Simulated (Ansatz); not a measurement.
A surface is cut from this relaxed crystal of TaN:

```
CELL_PARAMETERS angstrom
2.92399 0.00000 0.00000
-1.46199 2.53225 0.00000
0.00000 0.00000 2.87073
ATOMIC_POSITIONS crystal
Ta 0.33333 0.66667 0.50000
N 0.00000 0.00000 0.00000
```

Miller indices refer to the conventional cell of P-6m2 (No. 187), a = 2.924 Å, b = 2.924 Å, c = 2.871 Å, α = 90.00°, β = 90.00°, γ = 120.00°.

The (001) slab of 9 planes, 11.5 Å thick with 15 Å of vacuum as cut; outer planes Ta (top) and Ta (bottom).

Computed with DFT PBEsol, scalar-relativistic, plane waves, PAW in Ansatz. Cutoff 420 eV; k points 12×12×1 on the computed 9-atom cell (Γ-centred); Gaussian smearing, width 0.10 eV; no spin polarisation. The cell repeats along c with a dipole correction in the vacuum.

The slab isn't stoichiometric (Ta5N4), so its surface energy depends on the chemical potentials; it is given with the excess atoms taken from the element's standard state, a limit at which the compound may itself be unstable, so the figure can be too low. The work function read from the bulk's Fermi level differs by 0.16 eV, so the slab's middle doesn't match the bulk reference (too thin, or relaxed to another structure or magnetic state).

With the atoms at the bulk's places:

```
Surface energy with the excess atoms taken from the elements : 3.43 J/m²
Work function                                                : 5.21 eV
```

(1) What changes when all atoms relax within this surface cell and its symmetry?

Spin-orbit coupling is left out, which matters for the bands of heavy elements. Spin polarisation was left out, and a magnetic state may lie lower.

Answers

(1) The energy falls by 0.011 J/m² a face, and the largest move is 0.02 Å.

```yaml
Surface_energy_with_the_excess_atoms_taken_from_the_elements: 3.42 J/m²
Work_function: 5.20 eV
```

```csv
plane (bottom to top),atoms,"spacing to next, bulk (Å)",relaxed (Å),change (%)
1,Ta,1.435,1.454,+1.3
2,N,1.435,1.408,-1.9
3,Ta,1.435,1.439,+0.3
4,N,1.435,1.435,0.0
5,Ta,1.435,1.435,0.0
6,N,1.435,1.439,+0.3
7,Ta,1.435,1.408,-1.9
8,N,1.435,1.454,+1.3
9,Ta,,,
```

The reference crystal is a form of TaN, which isn't its usual structure.